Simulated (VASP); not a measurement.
The system is CuCl (Nantokite).

```
Cu Cl
1.0
     0.00000    2.70285    2.70285
     2.70285    0.00000    2.70285
     2.70285    2.70285    0.00000
Cu Cl
1 1
Cartesian
  0.0000 0.0000 0.0000
  1.3514 1.3514 1.3514
```

```yaml
Program: VASP 6.6.1
Task: relaxation of cell and atoms
Functional: r2SCAN
Potentials_or_basis: VASP PAW PBE potentials, release 64 (Cu, Cl)
Cutoff: 600 eV
k_mesh: 10 × 10 × 10
Occupations: gaussian, width 0.03 eV
Spin: no spin polarisation
```

At the start: pressure -1.2 GPa; volume 19.75 Å³/atom.

Q: How do energy, volume and symmetry change on relaxing?

A: Over 3 steps the energy falls by 2.0 meV/atom and the volume is 19.20 Å³/atom (-2.7 %); space group F-43m (No. 216, to 0.05 Å).

The path:
```tsv
step	energy change (eV)	largest force (eV/Å)	pressure (GPa)	volume (Å³)
1	0.0000	0.0000	-1.25	39.49
2	-0.0040	0.0000	-0.24	38.62
3	-0.0040	0.0000	0.05	38.41
```

Final structure:
```
Cu Cl
1.0
     0.00000    2.67791    2.67791
     2.67791    0.00000    2.67791
     2.67791    2.67791    0.00000
Cu Cl
1 1
Cartesian
  0.0000 0.0000 0.0000
  1.3390 1.3390 1.3390
```

Caveat: the PAW data sets were made with another functional, which shifts forces and pressure a little.
